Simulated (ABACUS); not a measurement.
TePb under changes of volume

One of the cells (33.730 Å³/atom); the others are scaled copies at fixed shape and fractional positions:

```
CELL_PARAMETERS angstrom
0.00000 3.23100 3.23100
3.23100 0.00000 3.23100
3.23100 3.23100 0.00000
ATOMIC_POSITIONS crystal
Pb 0.00000 0.00000 0.00000
Te 0.50000 0.50000 0.50000
```

| Property | Result |
| --- | --- |
| Program | ABACUS 3.10.1 |
| Functional | PBEsol |
| Potentials or basis | PseudoDojo NC SR 0.4.1 PBEsol standard |
| Cutoff | 1129 eV |
| Density cutoff | 4517 eV |
| Basis | plane waves |
| k mesh | 7 × 7 × 7 |
| Occupations | fermi-dirac, width 0.05 eV |
| Spin | no spin polarisation |

```tsv
volume (Å³/atom)	energy over the lowest point (meV/atom)	pressure (GPa)
31.706	?	?
32.380	4.70	1.5
33.055	0.31	0.5
33.730	0.00	-0.4
34.404	3.33	-1.2
35.079	9.91	-1.9
35.753	19.41	-2.6
```

Problem. What does the run at 31.706 Å³/atom give?

Solution. Energy over the lowest point 13.64 meV/atom; pressure 2.7 GPa.

Worked out: A Birch-Murnaghan fit of order 3 (a polynomial in V^(-2/3)) to the other rows has its minimum at 33.44 Å³/atom with B0 = V·E''(V) = 45 GPa and B' = 4.5. It gives 13.63 meV/atom at 31.706 Å³/atom, against the run's 13.64, and -dE/dV = 2.7 GPa, against 2.7.

Energies are extrapolated to zero smearing.
